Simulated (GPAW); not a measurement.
Wanted: an ASE script for a GPAW 26.7.0 run.

```
Task                      : band structure
Functional                : PBE
Potentials or basis       : GPAW PAW data sets (gpaw-data 1.2.1)
Cutoff                    : 800 eV
Basis                     : pw
k mesh                    : 8 × 8 × 8
Occupations               : fermi-dirac, width 0.05 eV
Spin                      : spin-orbit coupling, no magnetisation
Maxiter                   : 150
Band path                 : GXWKGLUWLK,UX
Band points               : 100
spin axis theta (degrees) : 90
spin axis phi (degrees)   : 45
Soc after scf             : second variation
```

The system is CdO (Monteponite).

```
CELL_PARAMETERS angstrom
0.00000 2.34950 2.34950
2.34950 0.00000 2.34950
2.34950 2.34950 0.00000
ATOMIC_POSITIONS crystal
Cd 0.00000 0.00000 0.00000
O 0.50000 0.50000 0.50000
```

The input as run:

run.py

```python
import numpy as np
from ase import Atoms
from ase.dft.bandgap import bandgap
from ase.io import write
from ase.units import GPa
from gpaw import GPAW, PW
from gpaw.spinorbit import soc_eigenstates

atoms = Atoms(['Cd', 'O'],
              cell=[[0.0, 2.3495, 2.3495],
                    [2.3495, 0.0, 2.3495],
                    [2.3495, 2.3495, 0.0]],
              scaled_positions=[[0.0, 0.0, 0.0],
                                [0.5, 0.5, 0.5]],
              pbc=True)

calc = GPAW(mode=PW(800),
            xc='PBE',
            kpts={'size': (8, 8, 8), 'gamma': True},
            occupations={'name': 'fermi-dirac', 'width': 0.05},
            nbands=18,
            convergence={'density': 1e-05, 'energy': 1e-05},
            maxiter=150,
            txt='gpaw.txt')
atoms.calc = calc
energy = atoms.get_potential_energy()
forces = atoms.get_forces()
stress = atoms.get_stress()
calc.write('gs.gpw')
write('result.traj', atoms)
print(f'Energy: {energy:.6f} eV')
print('Forces (eV/A):')
print(forces.round(4))
print('Stress (GPa):', (stress / GPa).round(3))
print('Fermi level:', round(calc.get_fermi_level(), 4), 'eV')
print(f'Gap: {bandgap(calc)[0]:.4f} eV, direct: {bandgap(calc, direct=True)[0]:.4f} eV')

path = atoms.cell.bandpath('GXWKGLUWLK,UX', npoints=100, eps=1e-4)
bs_calc = calc.fixed_density(kpts=path, symmetry='off', nbands=27,
                             convergence={'bands': 'CBM+6.0', 'eigenstates': 1e-6}, txt='bands.txt')
bs = bs_calc.band_structure()
bs.write('bs.json')
print(f'Gap on the path: {bandgap(bs_calc)[0]:.4f} eV')

soc = soc_eigenstates(bs_calc, theta=90, phi=45)
np.savetxt('soc_bands.dat', soc.eigenvalues(), fmt='%.4f')
mesh = soc_eigenstates('gs.gpw', theta=90, phi=45)
np.savetxt('soc_mesh.dat', mesh.eigenvalues(), fmt='%.4f')
print('Fermi level with spin-orbit coupling:', round(mesh.fermi_level, 4), 'eV')
```

Potentials or basis: GPAW PAW data sets (gpaw-data 1.2.1), pw.

Run with:

```console
$ OMP_NUM_THREADS=1 python run.py
```

It gave:

```json
{
 "Pressure": "5.6 GPa",
 "Band gap along the path": "none (metal or under the smearing width)"
}
```

Caveat: spin-orbit coupling was added after a scalar SCF, so levels and gaps hold it while energy, forces, pressure and moments don't; this program's spin-orbit splittings come out too wide for heavy elements; this crystal is a semiconductor, whose small gap the functional closes, so the metal is an error of the method.

Run time: 34 s on 1 thread of Intel(R) Xeon(R) Platinum 8375C CPU @ 2.90GHz (Ice Lake), on a shared host, peak memory 0.31 GiB.
